**Computed against measured bulk moduli of nine crystals: where a small error hides a failure**

The table holds static PBEsol bulk moduli from ABINIT 10.8.3, taken from energy-volume fits for eight tetrahedral semiconductors and insulators and for tungsten, beside measured values. The program refits a third-order Birch-Murnaghan curve to the seven energies of each row with one point left out in turn, compares the reported pressures with the energy minimum, and applies the Murnaghan form $B=B_0(V_0/V)^{B'}$ without adjusted constants. All errors lie between −7.5 and +6.3% of the measured value, yet the CdTe modulus spreads over 25% on dropping a point, and BAs, W and CdTe keep pressures of −3 to −7 GPa at their energy minima. BP, SiC and BN are numerically clean and 2 to 3% too soft, and BP moved to its measured volume falls 7% below the measurement.

ABINIT 10.8.3, Kohn-Sham DFT with the PBEsol functional for nine periodic crystals, without spin polarisation, spin-orbit coupling or dispersion correction, and with Fermi-Dirac smearing of 0.05 eV. The computed bulk modulus is taken at the minimum of a curve fitted to the energies at seven volumes, from 6% below to 6% above that of the given cell.

## The fit in Python

```python
# Table: bulk moduli of nine crystals, ABINIT 10.8.3, PBEsol, static energy-volume fits, against measured values.
# Tested: error statistics, noise of the fits, pressure against energy slope, sensitivity to volume, spread of references.
T = {
    'formula': ['CdTe', 'ZnS', 'GaP', 'BAs', 'BP', 'SiC', 'W', 'BN', 'C'],
    'sg': ['F-43m', 'F-43m', 'F-43m', 'F-43m', 'F-43m', 'F-43m', 'Im-3m', 'F-43m', 'Fd-3m'],
    'vol': [32.92, 19.73, 20.24, 13.63, 11.68, 10.35, 15.85, 5.96, 5.67],  # Å³/atom
    'pot': ['JTH PAW PBE v2.0', 'JTH PAW PBE v2.0', 'JTH PAW PBE v2.0', 'JTH PAW PBE v2.0', 'PseudoDojo NC SR PBEsol v0.4 stringent', 'PseudoDojo NC SR PBEsol v0.4 stringent', 'JTH PAW PBE v2.0', 'PseudoDojo NC SR PBEsol v0.4.1 standard', 'JTH PAW PBE v2.0'],
    'cut': [327, 408, 408, 272, 1034, 1116, 272, 1143, 544],  # eV
    'k': ['7x7x7', '9x9x9', '8x8x8', '10x10x10', '10x10x10', '10x10x10', '12x12x12', '13x13x13', '13x13x13'],
    'y': [40.6, 80.1, 85.0, 136.9, 168.8, 220.5, 326.3, 385.1, 452.5],  # GPa
    'measured': [42.0, 76.9, 87.5, 148.0, 174.0, 225.0, 307.0, 395.0, 442.0],  # GPa
    'm_range': ['one value', 'one value', 'one value', 'one value', '173 to 179', 'one value', 'one value', '395 to 400', '441.8 to 444.8'],  # GPa
    'm_what': ['B0 of zincblende phase; high-pressure XRD; powder', 'B0; experimental value quoted from literature; bulk crystal', "zero-pressure bulk modulus, 3rd-order Birch-Murnaghan fit with K' fixed at 4.5; single-crystal XRD in diamond anvil cell; bulk crystal", 'literature experimental value; not stated; bulk crystal', 'B0, Murnaghan EOS fit with V0 fixed at 93.45 A^3; XRD in diamond anvil cell; powder', 'bulk modulus B; quoted earlier experiment; bulk crystal', 'isotropic polycrystalline bulk modulus K, bounded above by the literature value in the fit; surface Brillouin spectroscopy; bulk crystal', 'isothermal B0, Vinet fit; equation-of-state measurement; bulk crystal', 'B0 from ultrasound; ultrasonic measurement; bulk crystal'],
    'source': ['arXiv:2306.14539 (2023)', 'arXiv:0911.5022 (2009)', 'arXiv:1709.06667 (2017)', 'arXiv:1911.11281 (2019)', 'arXiv:1505.05714 (2015)', 'pmc:9505936 (2022)', 'arXiv:1710.07581 (2017)', 'arXiv:1208.3664 (2012)', 'arXiv:cond-mat/0702656 (2007)'],
    'err': [-3.3, 4.2, -2.9, -7.5, -3.0, -2.0, 6.3, -2.5, 2.4],  # %
}
import re
import numpy as np
from scipy.constants import e
from scipy.optimize import brentq
GPA = e * 1e21  # eV/A^3 -> GPa
# Typed from the further outputs of the same runs: central volume, fitted minimum volume (A^3/atom), B',
# fit rms (eV/atom), energies (eV/atom) and pressures (GPa) at 0.94 ... 1.06 of the central volume
R = {
'CdTe': (32.92184, 34.30184, 5.79675, 4.6317e-4, [-760.761111, -760.780722, -760.796602, -760.805134, -760.811993, -760.813222, -760.812347], [2.101403, 0.84439, -0.20326, -1.258932, -2.084822, -2.909927, -3.596082]),
'ZnS': (19.72677, 19.22159, 4.56948, 1.0476e-5, [-1015.83795, -1015.84325, -1015.8442, -1015.84119, -1015.83466, -1015.82505, -1015.81263], [2.866062, 1.006893, -0.66983, -2.168844, -3.484737, -4.679564, -5.741047]),
'GaP': (20.2404, 20.15733, 4.316953, 1.7468e-5, [-1166.61818, -1166.62946, -1166.63543, -1166.63674, -1166.63388, -1166.62713, -1166.61701], [5.343779, 3.161286, 1.205103, -0.54871, -2.121237, -3.528612, -4.783658]),
'BAs': (13.62623, 13.55214, 3.894175, 9.4515e-5, [-1587.70772, -1587.71939, -1587.72569, -1587.72647, -1587.7232, -1587.71568, -1587.7042], [1.86559, -1.592058, -4.67758, -7.498044, -9.980784, -12.27181, -14.2877]),
'BP': (11.68163, 11.54925, 3.773625, 6.5449e-7, [-134.546632, -134.557241, -134.562128, -134.561818, -134.556788, -134.547474, -134.534268], [9.340586, 5.223777, 1.48612, -1.907676, -4.989359, -7.786939, -10.32638]),
'SiC': (10.34598, 10.34276, 3.870957, 1.1529e-6, [-139.513284, -139.529337, -139.53847, -139.541321, -139.538476, -139.530465, -139.517768], [15.21089, 9.587569, 4.487155, -0.13975, -4.336602, -8.142527, -11.59301]),
'W': (15.8476, 15.71966, 4.488727, 3.1286e-4, [-1879.93699, -1879.96809, -1879.98325, -1879.98416, -1879.973, -1879.95164, -1879.91849], [14.88786, 7.103655, 0.007765, -6.480855, -12.31668, -17.60382, -22.39879]),
'BN': (5.959285, 5.869092, 3.665548, 3.9549e-7, [-181.920644, -181.931702, -181.936208, -181.934755, -181.927881, -181.916074, -181.899779], [19.54401, 10.31154, 1.915136, -5.722437, -12.67114, -18.99452, -24.7471]),
'C': (5.671845, 5.609902, 3.683074, 7.5313e-5, [-155.842243, -155.856135, -155.862802, -155.862297, -155.85594, -155.844033, -155.826777], [24.6235, 13.67929, 3.767228, -5.320519, -13.54798, -21.03417, -27.87515])}
s = 0.94 + 0.02 * np.arange(7)
def bm(ss, E, vc):  # third-order Birch-Murnaghan = cubic in V^(-2/3); returns B0 in GPa
    p = np.poly1d(np.polyfit(ss ** (-2 / 3) - 1, E - E.min(), 3))
    u = [r.real for r in p.deriv().roots if abs(r.imag) < 1e-12 and p.deriv(2)(r.real) > 0][0]
    return 4 / 9 * p.deriv(2)(u) * (1 + u) ** 2 / (vc * (1 + u) ** -1.5) * GPA
f = T['formula']
y, m, err, cut = (np.array(T[k], float) for k in ('y', 'measured', 'err', 'cut'))
nc = np.array(['NC' in p for p in T['pot']])
print("A. Noise: row | cutoff eV | error % | rounding of measured % | fit rms meV | points below/above minimum | refit B0, leave-one-out range GPa (width %)")
for i, n in enumerate(f):
    vc, v0, bp, rms, E, P = R[n]
    E = np.array(E)
    loo = [bm(np.delete(s, j), np.delete(E, j), vc) for j in range(7)]
    rd = (0.5 if m[i] == round(m[i]) else 0.05) / m[i] * 100
    up = int((s * vc > v0).sum())
    print(f"{n:4s} | {cut[i]:4.0f} | {err[i]:+.1f} | {rd:.2f} | {rms*1e3:.4f} | {7-up}/{up} | {bm(s, E, vc):.1f}, {min(loo):.1f} to {max(loo):.1f} ({(max(loo)-min(loo))/y[i]*100:.1f})")
print("B. Stress: row | P at energy minimum GPa (% of B0) | B from P slope there GPa (vs fit %) | volume of P=0 vs minimum % | B from slope at P=0 GPa (vs measured %)")
P0 = []
for i, n in enumerate(f):
    vc, v0, bp, rms, E, P = R[n]
    q = np.poly1d(np.polyfit(s - 1, P, 3))
    a = v0 / vc
    z = 1 + brentq(q, -0.06, 0.06)
    b1, b2 = -a * q.deriv()(a - 1), -z * q.deriv()(z - 1)
    P0.append(q(a - 1))
    print(f"{n:4s} | {P0[-1]:+.2f} ({P0[-1]/y[i]*100:+.2f}) | {b1:.1f} ({(b1/y[i]-1)*100:+.1f}) | {(z/a-1)*100:+.2f} | {b2:.1f} ({(b2/m[i]-1)*100:+.1f})")
print("C. Volume: row | minimum A^3/atom | vs given cell % | B' | B0*(V0/V)^B' at given cell GPa (vs measured %) | volume shift % equal to the error")
for i, n in enumerate(f):
    vc, v0, bp = R[n][:3]
    b = y[i] * (v0 / vc) ** bp
    print(f"{n:4s} | {v0:.2f} | {(v0/vc-1)*100:+.2f} | {bp:.2f} | {b:.1f} ({(b/m[i]-1)*100:+.1f}) | {((y[i]/m[i])**(1/bp)-1)*100:+.2f}")
j = f.index('BP')
vm = float(re.search(r'at ([0-9.]+) A', T['m_what'][j]).group(1)) / 8
bb = y[j] * (R['BP'][1] / vm) ** R['BP'][2]
print(f"BP measured volume {vm:.2f} A^3/atom; computed minimum {(R['BP'][1]/vm-1)*100:+.2f} %; B there {bb:.1f} GPa, {(bb/m[j]-1)*100:+.1f} % vs measured")
for i, n in enumerate(f):
    if ' to ' in T['m_range'][i]:
        lo, hi = map(float, T['m_range'][i].split(' to '))
        print(f"{n} measured range is {(hi-lo)/m[i]*100:.1f} % wide; error {(y[i]/hi-1)*100:+.1f} to {(y[i]/lo-1)*100:+.1f} %")
big = np.abs(P0) > 2
for lab, k in (('all rows', err == err), ('norm-conserving', nc), ('PAW', ~nc), ('|P| at minimum > 2 GPa', big), ('other rows', ~big)):
    print(f"{lab}: n={k.sum()}, mean {err[k].mean():+.1f} %, mean abs {np.abs(err[k]).mean():.1f} %, from {err[k].min():+.1f} to {err[k].max():+.1f} %")
print(f"negative errors {(err<0).sum()}, positive {(err>0).sum()}; stiffest/softest computed {y.max()/y.min():.1f}, measured {m.max()/m.min():.1f}")
print(f"CdTe: last three energies lie within {np.ptp(R['CdTe'][4][-3:])*1e3:.2f} meV/atom")
assert list(np.argsort(y)) == list(np.argsort(m))
assert {n for n, b in zip(f, big) if b} == {'CdTe', 'BAs', 'W'} and np.abs(np.array(P0)[nc]).max() < 0.3
assert (err[nc] < 0).all() and err[~nc].min() < 0 < err[~nc].max()
assert R['BP'][1] < vm and bb < y[j] < m[j]
```

It prints:

```
A. Noise: row | cutoff eV | error % | rounding of measured % | fit rms meV | points below/above minimum | refit B0, leave-one-out range GPa (width %)
CdTe |  327 | -3.3 | 1.19 | 0.4632 | 6/1 | 40.6, 35.6 to 46.0 (25.5)
ZnS  |  408 | +4.2 | 0.07 | 0.0105 | 2/5 | 80.1, 80.0 to 80.7 (0.9)
GaP  |  408 | -2.9 | 0.06 | 0.0175 | 3/4 | 85.0, 84.6 to 85.1 (0.5)
BAs  |  272 | -7.5 | 0.34 | 0.0945 | 3/4 | 136.8, 135.6 to 137.5 (1.4)
BP   | 1034 | -3.0 | 0.29 | 0.0007 | 3/4 | 168.8, 168.8 to 168.8 (0.0)
SiC  | 1116 | -2.0 | 0.22 | 0.0012 | 3/4 | 220.5, 220.5 to 220.6 (0.0)
W    |  272 | +6.3 | 0.16 | 0.3129 | 3/4 | 326.3, 318.7 to 328.0 (2.9)
BN   | 1143 | -2.5 | 0.13 | 0.0004 | 3/4 | 385.1, 385.1 to 385.2 (0.0)
C    |  544 | +2.4 | 0.11 | 0.0753 | 3/4 | 452.5, 450.1 to 453.5 (0.7)
B. Stress: row | P at energy minimum GPa (% of B0) | B from P slope there GPa (vs fit %) | volume of P=0 vs minimum % | B from slope at P=0 GPa (vs measured %)
CdTe | -2.97 (-7.31) | 38.3 (-5.6) | -6.37 | 52.2 (+24.3)
ZnS  | -0.22 (-0.27) | 79.4 (-0.9) | -0.27 | 80.3 (+4.5)
GaP  | -0.21 (-0.24) | 84.6 (-0.5) | -0.24 | 85.5 (-2.3)
BAs  | -6.75 (-4.93) | 135.6 (-0.9) | -4.42 | 163.2 (+10.3)
BP   | -0.03 (-0.02) | 168.8 (+0.0) | -0.02 | 168.9 (-2.9)
SiC  | -0.07 (-0.03) | 220.5 (+0.0) | -0.03 | 220.8 (-1.9)
W    | -3.93 (-1.20) | 317.3 (-2.8) | -1.20 | 331.9 (+8.1)
BN   | -0.01 (-0.00) | 385.4 (+0.1) | -0.00 | 385.4 (-2.4)
C    | -0.47 (-0.10) | 449.5 (-0.7) | -0.10 | 451.3 (+2.1)
C. Volume: row | minimum A^3/atom | vs given cell % | B' | B0*(V0/V)^B' at given cell GPa (vs measured %) | volume shift % equal to the error
CdTe | 34.30 | +4.19 | 5.80 | 51.5 (+22.6) | -0.58
ZnS  | 19.22 | -2.56 | 4.57 | 71.1 (-7.5) | +0.90
GaP  | 20.16 | -0.41 | 4.32 | 83.5 (-4.6) | -0.67
BAs  | 13.55 | -0.54 | 3.89 | 134.0 (-9.4) | -1.98
BP   | 11.55 | -1.13 | 3.77 | 161.7 (-7.1) | -0.80
SiC  | 10.34 | -0.03 | 3.87 | 220.2 (-2.1) | -0.52
W    | 15.72 | -0.81 | 4.49 | 314.6 (+2.5) | +1.37
BN   | 5.87 | -1.51 | 3.67 | 364.2 (-7.8) | -0.69
C    | 5.61 | -1.09 | 3.68 | 434.6 (-1.7) | +0.64
BP measured volume 11.68 A^3/atom; computed minimum -1.13 %; B there 161.7 GPa, -7.1 % vs measured
BP measured range is 3.4 % wide; error -5.7 to -2.4 %
BN measured range is 1.3 % wide; error -3.7 to -2.5 %
C measured range is 0.7 % wide; error +1.7 to +2.4 %
all rows: n=9, mean -0.9 %, mean abs 3.8 %, from -7.5 to +6.3 %
norm-conserving: n=3, mean -2.5 %, mean abs 2.5 %, from -3.0 to -2.0 %
PAW: n=6, mean -0.1 %, mean abs 4.4 %, from -7.5 to +6.3 %
|P| at minimum > 2 GPa: n=3, mean -1.5 %, mean abs 5.7 %, from -7.5 to +6.3 %
other rows: n=6, mean -0.6 %, mean abs 2.8 %, from -3.0 to +4.2 %
negative errors 6, positive 3; stiffest/softest computed 11.1, measured 10.5
CdTe: last three energies lie within 1.23 meV/atom
```
